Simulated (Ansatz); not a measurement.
## Phonons of Re-W-Re stack of (111) layers

The plan: relax Re-W-Re stack of (111) layers, check its phonons, and, if the lattice is stable, compute its Eliashberg function and ρ(T).

Main program and level: Ansatz 0.2.0; DFT PBE, scalar-relativistic, plane waves, PAW.

### 1. Starting point

The cell holds 3 atoms: 2 Re and 1 W. Cell: a = 2.815 Å, b = 2.815 Å, c = 15.597 Å, α = 90.0°, β = 90.0°, γ = 120.0°. Vacuum lies along c.

### 2. A first look on a coarse mesh

One cheap point first: pressure, gap and cost.

The input, input.yaml:

```yaml
crystal:
  lattice:
    - [2.81524, 0.0, 0.0]
    - [-1.40762, 2.43807, 0.0]
    - [0.0, 0.0, 15.59727]
  atoms:
    - { symbol: Re, position: [0.0, 0.0, 0.35262587] }
    - { symbol: W, position: [0.33333333, 0.66666667, 0.5] }
    - { symbol: Re, position: [0.66666667, 0.33333333, 0.64737413] }
  periodic: [true, true, false]
kpoints:
  mp_grid: { grid: [9, 9, 1] }
hamiltonian:
  xc: pbe
scf:
  occupations: { method: gaussian, width: 0.1 }
output:
  forces: true
  stress: true
  eigenvalues: true
```

Started as:

```console
$ ansatz run input.yaml --threads 4 --pin off --max-ram 16384MiB --backend cpu --events-out ev --progress --plain --runs-dir out
```

Numbers of over 12 decimals in the logs are rounded to 6 here.

Log:

```text
[the first part of the log is left out]
E sigma→0 (E₀):  -32117.989043 eV
Entropy (-TS):   -0.011729 eV (-3.910 meV/atom)
Fermi energy:    -4.950585 eV
--- Per-component energies (eV) ---
  E_band       = -1464.496748
  E_kinetic    = 1517.026595
  E_local      = -155567.447021  (includes V_loc(G=0)·N_el)
  E_nonlocal   = 101.432081
  E_hartree    = 76866.922666
  E_xc         = -1067.638004
  E_vxc        = -837.403857  (∫ρ·V_xc dr)
  E_paw        = -25880.681146  (= ΣΔE_a)
  E_vpaw       = -411.930569  (= ΣTr[D̂ρ^β])
  E_aug_tail   = -0.000214  (compensation charges beyond the density's cutoff)
  E_ewald      = 71912.401865
  E_smearing   = -0.011729  (= −TS)
  E_closure    = 0.000000  (closes the sum)
  Σ components = -32117.994907   (vs F -32117.994907, Δ=0.00e0)
--- Forces (eV/Å), atoms counted from 1 ---
  atom   1  Re     0.00000000     0.00000000     1.14905341
  atom   2  W      0.00000000     0.00000000     0.00000000
  atom   3  Re    -0.00000000    -0.00000000    -1.14905341
  max |Σ_I F_I| component: 2.22e-16 eV/Å
--- 2D stress c σ (N/m, compression-positive) ---
      -14.438677       0.000000       0.000000
        0.000000     -14.438677       0.000000
        0.000000       0.000000       0.000000
  P = ½ c Tr σ = -14.4387 N/m
--- Band table (eV; the first three rows and the last of 12) ---
  k-point 0: bands = ["-84.7477", "-84.7475", "-78.6764", "-46.7693", "-46.7362", "-46.1664", "-46.1664", "-46.1659", "-46.1659", "-42.8974", "-42.4494", "-42.4494", "-13.4995", "-11.7622", "-10.9645", "-6.9827", "-6.4125", "-6.0750", "-6.0750", "-5.7871", "-5.7871", "-5.6575", "-5.6575", "-5.4850", "-4.4186", "-3.2027", "-3.2027"]
  k-point 1: bands = ["-84.7411", "-84.7410", "-78.6665", "-46.7542", "-46.7254", "-46.2551", "-46.2541", "-46.1872", "-46.1866", "-42.8825", "-42.5706", "-42.4773", "-13.0294", "-11.2992", "-10.4749", "-7.2151", "-6.5755", "-6.4844", "-5.9917", "-5.8840", "-5.8224", "-5.6922", "-5.3882", "-5.3349", "-4.8694", "-3.6271", "-3.4876"]
  k-point 2: bands = ["-84.7245", "-84.7244", "-78.6415", "-46.7163", "-46.6981", "-46.4760", "-46.4720", "-46.2395", "-46.2385", "-42.8692", "-42.8454", "-42.5475", "-11.8443", "-10.2739", "-9.4139", "-7.9393", "-7.3924", "-6.7907", "-6.5872", "-6.4635", "-5.7352", "-5.0758", "-4.8564", "-4.5293", "-4.2243", "-3.8362", "-3.6118"]
  k-point 11: bands = ["-84.6845", "-84.6845", "-78.5810", "-46.6858", "-46.6754", "-46.6748", "-46.6748", "-46.6272", "-46.6272", "-43.1412", "-43.1412", "-42.7569", "-8.6627", "-8.6627", "-8.6334", "-7.7729", "-7.7729", "-6.7955", "-6.3866", "-6.3645", "-6.3645", "-6.3617", "-3.9165", "-3.9165", "-2.5427", "-2.5427", "-1.0384"]
```

It took 1.2 s on 4 threads of Arm Neoverse V2, shared host; peak memory 0.55 GiB; 4 s of CPU time.

Numbers from this step:

| Property | Result |
| --- | --- |
| metallic on mesh | yes |
| gap on the k-mesh | 0 eV |

### 3. Rough relaxation

Large forces or a large pressure at the start call for a first relaxation with loose thresholds.

input.yaml, as its differences from that of step 2:

```diff
@@ -20 +20,6 @@
   eigenvalues: true
+relax:
+  adjacent_minimum: "off"
+  f_tol: 0.05
+  max_steps: 80
+  cell: { stress_2d_tol: 0.02 }
```

Log:

```text
Warning: crystal.periodic: the lattice vector that does not repeat stood 0.000° off the slab's normal, 15.597 Å along it as the deck builds it. The run solves the slab on a vector along the normal, 32.995 Å long, with every atom where it was (on the deck's vector they left 11.00 Å outside them, and the widest stretch free of ions among them is 2.30 Å). A fractional position that the run reports is one of the run's ce [...]
[...]
crystal.periodic: the lattice vector that does not repeat stood 0.000° off the slab's normal, 15.597 Å along it as the deck builds it. The run solves the slab on a vector along the normal, 32.995 Å long, with every atom where it was (on the deck's vector they left 11.00 Å outside them, and the widest stretch free of ions among them is 2.30 Å). A fractional position that the run reports is one of the run's cell, which [...]
[...]
Crystal: 3 atoms, lattice volume = 226.466 Å³
Basis set: ecut = 420 eV, 4467 PW (Γ), exchange–correlation on 40×40×450 points (8 copies of the dense FFT grid, shifted against one another)
Bands: 27, of which v1, the nominal top of the filled ones, is band 22 counted from 1 (21 counted from 0)
Symmetry: 12 space group operations
[...]
k-points: 12 of 81
[...]
SCF iter   1: F=—  HF=-32118.003956 eV  |F-HF|=—  |Δ(HF+E_count)|=         —  Δρ=5.02e-3  dr2=2.06e-1  ethr=1.77e-3  ⟨swp⟩=11.9  Hψ=2297  notcnv=0
[...]
SCF iter   7: F=-32117.994907 eV  HF=-32117.994907 eV  |F-HF|=1.02e-8  |Δ(HF+E_count)|=   3.14e-7  Δρ=3.44e-6  dr2=4.57e-8  ethr=2.27e-10  ⟨swp⟩=15.8  Hψ=2267  notcnv=0
SCF 1 converged in 7 iterations: F = -32117.994907 eV  dr2 = 4.57e-8
[...]
relax step   1: F+E_penalty+E_count = -32117.99490743 eV  Δ(F+E_penalty+E_count) = +0.000e0 eV  max|allowed force component| = 1.149e0 eV/Å  Δτ_max = 0.0000 Å  P = -14.439 N/m  Ω = 226.466 Å³  fix = [c, alpha, beta]  reactions: c -0.000 N/m  (7 SCF iters, dr2 threshold 1.00e-7 eV, accepted)
Crystal: 3 atoms, lattice volume = 213.331 Å³
Basis set: ecut = 420 eV, 4173 PW (Γ), exchange–correlation on 40×40×450 points (8 copies of the dense FFT grid, shifted against one another)
[...]
SCF iter   1: F=—  HF=-32118.196177 eV  |F-HF|=—  |Δ(HF+E_count)|=         —  Δρ=1.70e-2  dr2=3.39e0  ethr=3.10e-3  ⟨swp⟩=12.6  Hψ=2176  notcnv=0
[...]
SCF iter   8: F=-32117.956069 eV  HF=-32117.956069 eV  |F-HF|=9.24e-8  |Δ(HF+E_count)|=   9.79e-7  Δρ=3.99e-6  dr2=6.85e-8  ethr=6.82e-10  ⟨swp⟩=22.2  Hψ=2484  notcnv=0
SCF 2 converged in 8 iterations: F = -32117.956069 eV  dr2 = 6.85e-8
relax step   2: F+E_penalty+E_count = -32117.95606903 eV  Δ(F+E_penalty+E_count) = +3.884e-2 eV  max|allowed force component| = 1.985e0 eV/Å  Δτ_max = 0.1941 Å  P = +13.007 N/m  Ω = 213.331 Å³  energy of the carried Pulay correction = +2.064e-3 eV  fix = [c, alpha, beta]  (8 SCF iters, dr2 threshold 3.00e-7 eV, rejected (line search))
Crystal: 3 atoms, lattice volume = 218.022 Å³
Basis set: ecut = 420 eV, 4245 PW (Γ), exchange–correlation on 40×40×450 points (8 copies of the dense FFT grid, shifted against one another)
SCF iter   1: F=—  HF=-32118.340514 eV  |F-HF|=—  |Δ(HF+E_count)|=         —  Δρ=1.22e-2  dr2=1.85e0  ethr=3.10e-3  ⟨swp⟩=11.6  Hψ=1870  notcnv=0
[...]
SCF iter  11: F=-32118.215676 eV  HF=-32118.215676 eV  |F-HF|=1.35e-10  |Δ(HF+E_count)|=   1.10e-9  Δρ=1.40e-8  dr2=2.72e-13  ethr=1.00e-12  ⟨swp⟩=20.8  Hψ=3064  notcnv=0
SCF 3 converged in 11 iterations: F = -32118.215676 eV  dr2 = 2.72e-13
relax step   3: F+E_penalty+E_count = -32118.21567574 eV  Δ(F+E_penalty+E_count) = -2.208e-1 eV  max|allowed force component| = 2.485e-1 eV/Å  Δτ_max = 0.0596 Å  P = -1.732 N/m  Ω = 218.022 Å³  energy of the carried Pulay correction = +1.313e-3 eV  fix = [c, alpha, beta]  reactions: c -0.000 N/m  (11 SCF iters, accepted)
[...]
relax step   4: F+E_penalty+E_count = -32118.22153065 eV  Δ(F+E_penalty+E_count) = -5.855e-3 eV  max|allowed force component| = 4.096e-2 eV/Å  Δτ_max = 0.0156 Å  P = +0.135 N/m  Ω = 217.262 Å³  energy of the carried Pulay correction = +1.433e-3 eV  fix = [c, alpha, beta]  reactions: c +0.000 N/m  (8 SCF iters, dr2 threshold 3.00e-7 eV, accepted)
[...]
relax step   5: F+E_penalty+E_count = -32118.22171368 eV  Δ(F+E_penalty+E_count) = -1.830e-4 eV  max|allowed force component| = 6.660e-4 eV/Å  Δτ_max = 0.0042 Å  P = +0.088 N/m  Ω = 217.451 Å³  energy of the carried Pulay correction = +1.403e-3 eV  fix = [c, alpha, beta]  reactions: c +0.000 N/m  (6 SCF iters, dr2 threshold 2.15e-8 eV, accepted)
[...]
relax step   6: F+E_penalty+E_count = -32118.22170909 eV  Δ(F+E_penalty+E_count) = +4.588e-6 eV  max|allowed force component| = 7.619e-5 eV/Å  Δτ_max = 0.0002 Å  P = +0.007 N/m  Ω = 217.516 Å³  energy of the carried Pulay correction = +1.393e-3 eV  fix = [c, alpha, beta]  reactions: c +0.000 N/m  (5 SCF iters, dr2 threshold 9.07e-9 eV, accepted)
[...]
SCF iter   8: F=-32118.220272 eV  HF=-32118.220272 eV  |F-HF|=9.09e-11  |Δ(HF+E_count)|=  9.09e-11  Δρ=8.77e-9  dr2=1.59e-13  ethr=1.00e-12  ⟨swp⟩=16.7  Hψ=2808  notcnv=0
SCF 7 converged in 8 iterations: F = -32118.220272 eV  dr2 = 1.59e-13
relax step   7: F+E_penalty+E_count = -32118.22027245 eV  Δ(F+E_penalty+E_count) = +1.437e-3 eV  max|allowed force component| = 1.378e-4 eV/Å  Δτ_max = 0.0000 Å  P = +0.008 N/m  Ω = 217.516 Å³  fix = [c, alpha, beta]  reactions: c +0.000 N/m  stress off target by 7.69e-3 N/m on what of the cell is left free  SCF on the basis re-selected at this cell (its energy is not comparable with the rows above)  (8 SCF iters)
basis re-selected at this cell: Δ(F+E_penalty+E_count) = +1.437e-3 eV, ΔP = +0.001 N/m vs the last step (what re-selecting the basis moved, of the pressure what is left beyond the Pulay correction that the steps carried, after the strain that the cell walked since its last selection, with what the two solves' SCF thresholds leave and, on support functions, any second-order correction that the steps lacked; it is no m [...]
SCF converged after 8 iterations
Free energy (F): -32118.220272 eV
[...]
Internal energy: -32118.213832 eV  (E = F + TS)
E sigma→0 (E₀):  -32118.217052 eV
Entropy (-TS):   -0.006440 eV (-2.147 meV/atom)
Fermi energy:    -4.917779 eV
[...]
--- Forces (eV/Å), atoms counted from 1 ---
  atom   1  Re     0.00000000     0.00000000    -0.00013776
  atom   2  W      0.00000000    -0.00000000     0.00000000
  atom   3  Re     0.00000000    -0.00000000     0.00013776
  max |Σ_I F_I| component: 2.31e-18 eV/Å
--- 2D stress c σ (N/m, compression-positive) ---
        0.007686       0.000000       0.000000
        0.000000       0.007686      -0.000000
        0.000000      -0.000000       0.000000
  P = ½ c Tr σ = 0.0077 N/m
--- Band table (eV; the first three rows and the last of 12) ---
  k-point 0: bands = [... 18 lower, -6.1933, -5.8308, -5.8308, -5.7569, -5.7569, -5.4945, -4.2674, -2.9919, ... 1 higher]
  k-point 1: bands = [... 18 lower, -6.0002, -5.9434, -5.8024, -5.7811, -5.4350, -5.3806, -4.7789, -3.4720, ... 1 higher]
  k-point 2: bands = [... 18 lower, -6.6322, -6.5272, -5.6816, -5.1666, -4.7372, -4.5227, -4.1307, -3.6898, ... 1 higher]
  k-point 11: bands = [... 18 lower, -6.4499, -6.4232, -6.4111, -6.4111, -3.6754, -3.6754, -2.1915, -2.1915, ... 1 higher]
--- Relaxed structure (6 steps of the walk, 5 accepted, 1 SCFs on fresh bases) ---
  F+E_penalty+E_count = -32118.22027245 eV   max|allowed force component| = 1.378e-4 eV/Å   (the final SCF, on the basis selected at the relaxed cell)
  cell:  # Å, volume = 217.5157 Å³
    - [2.759046, 0.0, 0]
    - [-1.379523, 2.389404, 0]
    - [0, 0, 32.994536]
  atoms:
    - { symbol: Re, position: [3.626369955660579e-18, 0, 0.169108] }
    - { symbol: W, position: [0.333333, 0.666667, 0.236361] }
    - { symbol: Re, position: [0.666667, 0.333333, 0.303615] }
```

It took 9.2 s on 4 threads; peak memory 0.56 GiB.

Step by step:

```csv
step,energy less that of the first step (eV),largest force component (eV/Å),volume (Å³)
1,0.0000,1.1491,226.47
2,0.0388,1.9850,213.33
3,-0.2208,0.2485,218.02
4,-0.2266,0.0410,217.26
5,-0.2268,0.0007,217.45
6,-0.2268,0.0001,217.52
7*,-0.2254,0.0001,217.52
```

Relaxation steps marked * repeat the geometry before them on a plane-wave basis chosen anew for their cell, so energy and pressure can jump there. Relaxation step 2 was tried and not accepted.

Forces are held to the 12 operations that the run works with; a distortion that breaks them can't arise in this run.

```csv
cell as run,before,after,change
a (Å),2.815,2.759,-2.0 %
b (Å),2.815,2.759,-2.0 %
```

The atoms that moved most (Å, along periodic axes as changes of fractional coordinates times the final cell, across vacuum about the mean position):

```csv
atom,dx,dy,dz,length
Re3,0.000,0.000,-0.080,0.080
Re1,0.000,0.000,0.080,0.080
```

The relaxed structure:

```xyz
3
Lattice="2.7590 0.0000 0.0000 -1.3795 2.3894 0.0000 0.0000 0.0000 32.9945" Properties=species:S:1:pos:R:3
Re    0.0000    0.0000    5.5796
W     0.0000    1.5929    7.7986
Re    1.3795    0.7965   10.0176
```

The relaxation ends with a largest force component of 1.4e-4 eV/Å.

### 4. Relaxing cell and atoms

Lattice constant and positions set the bands and the force constants, so the cell is relaxed first.

input.yaml, the sections that differ from step 3:

```yaml
crystal:
  lattice:
    - [2.7590459813, 0.0, 0.0]
    - [-1.3795229906, 2.38940391, 0.0]
    - [0.0, 0.0, 32.9945363865]
  atoms:
    - { symbol: Re, position: [0.0, 0.0, 0.1691078963] }
    - { symbol: W, position: [0.3333333333, 0.6666666667, 0.2363614057] }
    - { symbol: Re, position: [0.6666666667, 0.3333333333, 0.303614915] }
  periodic: [true, true, false]
kpoints:
  mp_grid: { grid: [12, 12, 1] }
relax:
  adjacent_minimum: "off"
  f_tol: 0.005
  max_steps: 80
  cell: { stress_2d_tol: 0.02 }
# hamiltonian, scf, output: as in step 3
```

Log:

```text
[the first part of the log is left out]
  E_vxc        = -842.484837  (∫ρ·V_xc dr)
  E_paw        = -25881.444059  (= ΣΔE_a)
  E_vpaw       = -412.995017  (= ΣTr[D̂ρ^β])
  E_aug_tail   = -0.000226  (compensation charges beyond the density's cutoff)
  E_ewald      = 76653.566195
  E_smearing   = -0.011998  (= −TS)
  E_closure    = 0.000000  (closes the sum)
  Σ components = -32118.220259   (vs F -32118.220259, Δ=0.00e0)
--- Forces (eV/Å), atoms counted from 1 ---
  atom   1  Re     0.00000000     0.00000000    -0.00017147
[...]
-0.000000       0.000000       0.000000
  P = ½ c Tr σ = 0.0044 N/m
--- Band table (eV; the first three rows and the last of 19) ---
[...]
--- Relaxed structure (5 steps of the walk, 4 accepted, 1 SCFs on fresh bases) ---
[...]
cell:  # Å, volume = 214.4809 Å³
    - [2.739731, -2.8665428887794957e-11, 0]
    - [-1.369866, 2.372677, 0]
    - [0, 0, 32.9945363865]
  atoms:
    - { symbol: Re, position: [-9.750881139956237e-19, 0, 0.168006] }
    - { symbol: W, position: [0.333333, 0.666667, 0.236361] }
    - { symbol: Re, position: [0.666667, 0.333333, 0.304717] }
```

It took 9.9 s on 4 threads; peak memory 0.58 GiB; 37 s of CPU time.

Relaxation path:

```csv
step,energy less that of the first step (eV),largest force component (eV/Å),volume (Å³)
1,0.0000,0.1044,217.52
2,-0.0104,0.0317,214.55
3,-0.0097,0.0902,214.58
4,-0.0105,0.0003,214.43
5,-0.0105,0.0001,214.48
6,-0.0100,0.0002,214.48
```

The log counts 1 steps on a newly chosen plane-wave basis, not all of them marked here; energy and pressure can jump at such steps. Relaxation step 3 was tried and not accepted.

```csv
cell as run,before,after,change
a (Å),2.759,2.740,-0.7 %
b (Å),2.759,2.740,-0.7 %
```

The atoms that moved most (Å, along periodic axes as changes of fractional coordinates times the final cell, across vacuum about the mean position):

```csv
atom,dx,dy,dz,length
Re1,0.000,0.000,-0.036,0.036
Re3,0.000,0.000,0.036,0.036
```

The relaxed structure:

```cif
data_structure
_symmetry_space_group_name_H-M 'P 1'
_symmetry_Int_Tables_number 1
_cell_length_a 2.7397
_cell_length_b 2.7397
_cell_length_c 32.9945
_cell_angle_alpha 90.000
_cell_angle_beta 90.000
_cell_angle_gamma 120.000
_cell_volume 214.48
loop_
_atom_site_label
_atom_site_type_symbol
_atom_site_fract_x
_atom_site_fract_y
_atom_site_fract_z
_atom_site_occupancy
Re1 Re 0.00000 0.00000 0.16801 1
W2 W 0.33333 0.66667 0.23636 1
Re3 Re 0.66667 0.33333 0.30472 1
```

The relaxation ends with a largest force component of 1.7e-4 eV/Å.

### 5. Tight relaxation

Residual forces and stress shift phonon frequencies, so the cell is relaxed again, with tight thresholds and the mesh and smearing of this input.

The input, input.yaml:

```yaml
crystal:
  lattice:
    - [2.7397311087, 0.0, 0.0]
    - [-1.3698655543, 2.3726767396, 0.0]
    - [0.0, 0.0, 32.9945363865]
  atoms:
    - { symbol: Re, position: [0.0, 0.0, 0.168006251] }
    - { symbol: W, position: [0.3333333333, 0.6666666667, 0.2363614057] }
    - { symbol: Re, position: [0.6666666667, 0.3333333333, 0.3047165604] }
  periodic: [true, true, false]
kpoints:
  mp_grid: { grid: [12, 12, 1] }
hamiltonian:
  xc: pbe
scf:
  occupations: { method: methfessel_paxton, width: 0.2 }
output:
  forces: true
  stress: true
  eigenvalues: true
  write_density: true
  write_potential: true
  elf: true
  volumetric_format: npy
relax:
  adjacent_minimum: "off"
  f_tol: 0.001
  max_steps: 60
  cell: { stress_2d_tol: 0.002 }
```

Log:

```text
[the first part of the log is left out]
  E_vxc        = -842.489812  (∫ρ·V_xc dr)
  E_paw        = -25881.441214  (= ΣΔE_a)
  E_vpaw       = -412.993008  (= ΣTr[D̂ρ^β])
  E_aug_tail   = -0.000228  (compensation charges beyond the density's cutoff)
  E_ewald      = 76664.884535
  E_smearing   = 0.003933  (= −TS)
  E_closure    = 0.000000  (closes the sum)
  Σ components = -32118.211836   (vs F -32118.211836, Δ=0.00e0)
[...]
--- 2D stress c σ (N/m, compression-positive) ---
       -0.000015      -0.000000       0.000000
       -0.000000      -0.000015      -0.000000
        0.000000      -0.000000      -0.000000
  P = ½ c Tr σ = -0.0000 N/m
--- Band table (eV; the first three rows and the last of 19) ---
[...]
--- Relaxed structure (5 steps of the walk, 5 accepted, 1 SCFs on fresh bases) ---
[...]
cell:  # Å, volume = 214.4293 Å³
    - [2.739402, -2.8864018146249588e-11, 0]
    - [-1.369701, 2.372392, 0]
    - [0, 0, 32.9945363865]
  atoms:
    - { symbol: Re, position: [0, 0, 0.167986] }
    - { symbol: W, position: [0.333333, 0.666667, 0.236361] }
    - { symbol: Re, position: [0.666667, 0.333333, 0.304737] }
```

Wall time 11 s (4 threads); peak memory 0.58 GiB; 42 s of CPU time.

Little changed from the start: no atom moved by 0.005 Å and no cell edge by 0.1 %.

Electrostatic potential energy in the ca plane at fractional y = 0.000, with atoms of Re within 0.2 Å of it. With pseudopotentials it is smooth inside the atoms' cores, unlike the true potential.

Values in eV, 5 rows by 16 columns, each cell a mean:
```
  0   0   0  -1 -15 -56 -28  -8  -6  -5  -7  -1   0   0   0   0
  0   0   0   0  -5 -25 -11 -19 -15 -14 -20  -3   0   0   0   0
  0   0   0   0  -3 -10  -7 -26 -20 -18 -28  -4   0   0   0   0
  0   0   0  -1  -8 -39 -17 -14 -12 -10 -14  -2   0   0   0   0
  0   0   0  -1 -17 -57 -32  -6  -5  -4  -5  -1   0   0   0   0
```
Columns run along c (16.0 Å, from fractional 0.00 to 0.48 of the cell; values clipped at the 3rd and 97th percentile), rows up along a (2.7 Å). Atoms in or near the plane, at fractional coordinates: Re at (0.17, 0.00).

ELF in the ca plane at fractional y = 0.000, with atoms of Re within 0.2 Å of it. It is the smooth field of the valence electrons, not physical close to the nuclei.

Values, 5 rows by 16 columns, each cell a mean:
```
0.00 0.00 0.01 0.07 0.24 0.66 0.46 0.38 0.31 0.30 0.39 0.34 0.11 0.01 0.00 0.00
0.00 0.00 0.02 0.12 0.26 0.38 0.33 0.29 0.28 0.31 0.31 0.24 0.09 0.01 0.00 0.00
0.00 0.00 0.02 0.15 0.37 0.35 0.33 0.34 0.33 0.35 0.36 0.21 0.08 0.01 0.00 0.00
0.00 0.00 0.02 0.10 0.22 0.50 0.36 0.29 0.27 0.29 0.31 0.27 0.10 0.01 0.00 0.00
0.00 0.00 0.01 0.06 0.27 0.60 0.50 0.44 0.34 0.32 0.45 0.37 0.12 0.01 0.00 0.00
```
Columns run along c (16.0 Å, from fractional 0.00 to 0.48 of the cell), rows up along a (2.7 Å). Atoms in or near the plane, at fractional coordinates: Re at (0.17, 0.00).

Valence density in the ca plane at fractional y = 0.000, with atoms of Re within 0.2 Å of it. It is the smooth field of the valence electrons, not physical close to the nuclei.

Values in e/Å³, 5 rows by 16 columns, each cell a mean:
```
0.0 0.0 0.0 0.0 0.5 5.1 1.6 0.4 0.3 0.3 0.4 0.1 0.0 0.0 0.0 0.0
0.0 0.0 0.0 0.0 0.2 1.1 0.5 0.7 0.6 0.6 0.8 0.1 0.0 0.0 0.0 0.0
0.0 0.0 0.0 0.0 0.1 0.5 0.4 1.0 0.8 0.8 1.1 0.1 0.0 0.0 0.0 0.0
0.0 0.0 0.0 0.0 0.3 2.2 0.8 0.6 0.5 0.5 0.6 0.1 0.0 0.0 0.0 0.0
0.0 0.0 0.0 0.0 0.6 6.0 2.0 0.4 0.3 0.3 0.3 0.1 0.0 0.0 0.0 0.0
```
Columns run along c (16.0 Å, from fractional 0.00 to 0.48 of the cell), rows up along a (2.7 Å). Atoms in or near the plane, at fractional coordinates: Re at (0.17, 0.00).

(Part 1 of 2 ends here.)

[Logs are printed without paths, hosts, clocks, repeated set-up lines and the standing remarks that a program may print on its own settings, such as how far it seeks lower states.]

[Hosts, paths, dates, database ids (printed as entryN), source tags and the programs' standing remarks are cut or masked in the printed files.]
